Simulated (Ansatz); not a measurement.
Si: which structure is lowest?

All numbers below come from DFT, LDA (PW92), plane waves (420 eV) with PAW, scalar-relativistic in Ansatz. The PAW files were generated under PBE, with cores re-solved for the functional.

Each structure is relaxed within its own symmetry, so a high-lying one may be dynamically unstable.

```json
{"structure": "diamond", "ΔE (meV/atom)": "0", "V (Å³/atom)": "19.72", "cell": "a = 5.403 Å", "magnetic state": "spin not included"}
{"structure": "BC8", "ΔE (meV/atom)": "121", "V (Å³/atom)": "17.70", "cell": "a = 6.567 Å", "magnetic state": "spin not included"}
{"structure": "beta-Sn type", "ΔE (meV/atom)": "208", "V (Å³/atom)": "14.82", "cell": "a = 4.754 Å, c = 2.624 Å (c/a = 0.552)", "magnetic state": "spin not included"}
{"structure": "simple cubic", "ΔE (meV/atom)": "278", "V (Å³/atom)": "15.62", "cell": "a = 2.500 Å", "magnetic state": "spin not included"}
{"structure": "omega (AlB2-type)", "ΔE (meV/atom)": "415", "V (Å³/atom)": "14.28", "cell": "a = 4.418 Å, c = 2.534 Å (c/a = 0.574)", "magnetic state": "spin not included"}
{"structure": "hcp", "ΔE (meV/atom)": "417", "V (Å³/atom)": "13.83", "cell": "a = 2.666 Å, c = 4.496 Å (c/a = 1.687)", "magnetic state": "spin not included"}
{"structure": "dhcp", "ΔE (meV/atom)": "434", "V (Å³/atom)": "13.88", "cell": "a = 2.684 Å, c = 8.904 Å (c/a = 3.318)", "magnetic state": "spin not included"}
{"structure": "bcc", "ΔE (meV/atom)": "436", "V (Å³/atom)": "14.09", "cell": "a = 3.043 Å", "magnetic state": "spin not included"}
{"structure": "fcc", "ΔE (meV/atom)": "448", "V (Å³/atom)": "13.88", "cell": "a = 3.815 Å", "magnetic state": "spin not included"}
{"structure": "A15", "ΔE (meV/atom)": "509", "V (Å³/atom)": "14.27", "cell": "a = 4.851 Å", "magnetic state": "spin not included"}
```

ΔE counts from diamond.

Differences under about 8 meV lie within the error of the k-point mesh.
